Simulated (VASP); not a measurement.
Write the native input for VASP 6.6.1 that does the following.

```
Task                               : single point
Functional                         : HSE06
Potentials or basis                : VASP PAW PBE potentials, release 64 (Te, Sn_d)
Cutoff                             : 520 eV
k mesh                             : 4 × 4 × 4
Occupations                        : gaussian, width 0.02 eV
Spin                               : spin-orbit coupling, no magnetisation
Ladder                             : gaps
Grid for exact exchange (PRECFOCK) : Fast
Screening parameter                : 0.2 1/A
Further INCAR settings             : ALGO = Normal; EDIFF = 1e-06
```

Crystal: SnTe.

```xyz
2
Lattice="0.0000 3.6111 3.6111 3.6111 0.0000 3.6111 3.6111 3.6111 0.0000" Properties=species:S:1:pos:R:3 pbc="T T T"
Te    1.8056    1.8056    1.8056
Sn    0.0000    0.0000    0.0000
```

Measurements of this composition are mostly on another form, of space group No. 225.

These files were run (other wordings do the same):

POSCAR

```
SnTe
1.0
    0.0000000000      3.6111460000      3.6111460000
    3.6111460000      0.0000000000      3.6111460000
    3.6111460000      3.6111460000      0.0000000000
Te Sn
1 1
Direct
    0.2500000000      0.2500000000      0.2500000000
    0.0000000000      0.0000000000      0.0000000000
```

INCAR.step1

```
PREC     = Accurate       # precision mode
ENCUT    = 520            # plane-wave cutoff, eV
EDIFF    = 1E-5           # SCF threshold, eV
ISMEAR   = 0              # smearing method
SIGMA    = 0.02           # smearing width, eV
LREAL    = F              # projectors in reciprocal space
LASPH    = T              # aspherical terms in the spheres
NELM     = 80             # most SCF steps
ALGO     = Normal         # electronic algorithm
ISIF     = 2              # what is computed and relaxed
LWAVE    = T              # write WAVECAR
LCHARG   = F              # write CHGCAR
LNONCOLLINEAR= T              # non-collinear magnetism
MAGMOM   = 0 0 0 0 0 0    # initial moments
LORBIT   = 11             # projections on sites
LSORBIT  = T              # spin-orbit coupling
GGA_COMPAT= F            
GGA      = PE             # functional
KPAR     = 4
```

INCAR.step2

```
PREC     = Accurate       # precision mode
ENCUT    = 520            # plane-wave cutoff, eV
EDIFF    = 1E-6           # SCF threshold, eV
ISMEAR   = 0              # smearing method
SIGMA    = 0.02           # smearing width, eV
LREAL    = F              # projectors in reciprocal space
LASPH    = T              # aspherical terms in the spheres
NELM     = 80             # most SCF steps
ALGO     = Normal         # electronic algorithm
ISIF     = 2              # what is computed and relaxed
LWAVE    = F              # write WAVECAR
LCHARG   = F              # write CHGCAR
LNONCOLLINEAR= T              # non-collinear magnetism
MAGMOM   = 0 0 0 0 0 0    # initial moments
LORBIT   = 11             # projections on sites
LSORBIT  = T              # spin-orbit coupling
GGA_COMPAT= F            
GGA      = PE             # functional
LHFCALC  = T              # exact exchange
HFSCREEN = 0.2            # screening, 1/A
PRECFOCK = Fast         
ISTART   = 1            
KPAR     = 4
```

KPOINTS

```
regular mesh
0
Gamma
  4 4 4
```

Potentials or basis: VASP PAW PBE potentials, release 64 (Te, Sn_d).

The run is started by

```console
$ cat potpaw_PBE.64/Te/POTCAR potpaw_PBE.64/Sn_d/POTCAR > POTCAR
$ cp INCAR.step1 INCAR
$ mpirun -np 4 vasp_ncl > vasp.out
$ cp INCAR.step2 INCAR
$ mpirun -np 4 vasp_ncl > vasp.out
```

Results of the run:

```yaml
Pressure: -0.7 GPa
Valence_electrons_inside_the_program's_atomic_spheres: Te 3.47; Sn 12.07
```

Caveat: the k mesh is coarse (spacing up to 0.38 Å⁻¹), so the values aren't converged, least of all with exact exchange; the PAW data sets were made with another functional, which shifts forces and pressure a little.

Run time: 12 min on 4 MPI ranks on Intel(R) Xeon(R) Platinum 8559C (Emerald Rapids) (shared host), peak memory 0.6 GiB a rank.
